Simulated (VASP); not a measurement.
Consider the following.

```yaml
crystal:
  lattice:
    - [4.07239, 0.00000, 0.00000]
    - [0.00000, 4.07239, 0.00000]
    - [0.00000, 0.00000, 4.07239]
  atoms:
    - { symbol: Cs, position: [0.00000, 0.00000, 0.00000] }
    - { symbol: Cl, position: [0.50000, 0.50000, 0.50000] }
```

The numbers are results of PBEsol GGA, VASP's PBE PAW potentials (set 64) (plane waves; VASP 6.6.1), not measurements. Run with 400 eV cut-off, 7×7×7 Γ-centred mesh, Gaussian smearing of 0.010 eV, potentials Cs_sv Cl.

Task: Give the electronic dielectric tensor ε∞ (DFPT, local fields included).

Result: 
```
2.97  0.00  0.00
0.00  2.97  0.00
0.00  0.00  2.97
```

Task: Give the Born effective charges.

Result: 
```json
[
 {"atom": "Cs1", "Z*xx": "1.34", "Z*yy": "1.34", "Z*zz": "1.34", "mean": "1.34"},
 {"atom": "Cl2", "Z*xx": "-1.34", "Z*yy": "-1.34", "Z*zz": "-1.34", "mean": "-1.34"}
]
```

Task: And the static tensor with the ions free?

Result: 
```
8.28  0.00  0.00
0.00  8.28  0.00
0.00  0.00  8.28
```

Task: Which frequencies do the optical Γ-point modes have (no LO-TO splitting)?

Result: 94 (×3) cm⁻¹.

The structure comes from a measured CsCl entry (Pm-3m) of the Crystallography Open Database, whose conditions weren't checked. It was relaxed first.
